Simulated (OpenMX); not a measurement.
## GaN: equation of state with PBE

The system is GaN.

```
Ga N
1.0
     3.18000    0.00000    0.00000
    -1.59000    2.75396    0.00000
     0.00000    0.00000    5.16600
Ga N
2 2
Direct
  0.66667 0.33333 0.50000
  0.33333 0.66667 0.00000
  0.66667 0.33333 0.87500
  0.33333 0.66667 0.37500
```

| Property | Result |
| --- | --- |
| Program | OpenMX 3.8.5 |
| Task | equation of state |
| Functional | PBE |
| Potentials or basis | OpenMX 2013 PBE set, Ga7.0-s2p2d1, N6.0-s2p2, fixed grid of 36 × 36 × 70 points |
| k mesh | 11 × 11 × 5 |
| Occupations | fermi-dirac, width 0.05 eV |
| Spin | no spin polarisation |

```yaml
Equilibrium_volume: 11.89 Å³/atom
Bulk_modulus_at_fixed_shape_and_positions: 168 GPa
Pressure_derivative_of_the_bulk_modulus: "4.6 (rough: it moves with the points fitted)"
```

Energy against volume, from the lowest point:
| volume (Å³/atom) | energy (meV/atom) |
| --- | --- |
| 10.632 | 85.94 |
| 10.858 | 55.54 |
| 11.084 | 32.38 |
| 11.310 | 15.90 |
| 11.537 | 5.53 |
| 11.763 | 0.37 |
| 11.989 | 0.00 |

Caveat: the basis has few d functions beyond the semicore shells, which can make volumes several per cent too large; volumes in these bases differ from converged ones by about 1 %, for some elements by several; the cell was scaled at fixed shape and fractional positions, which overstates the stiffness of a crystal with free parameters, most of all of layers and chains; the basis of atomic orbitals isn't converged, which shifts pressures, moduli and gaps.
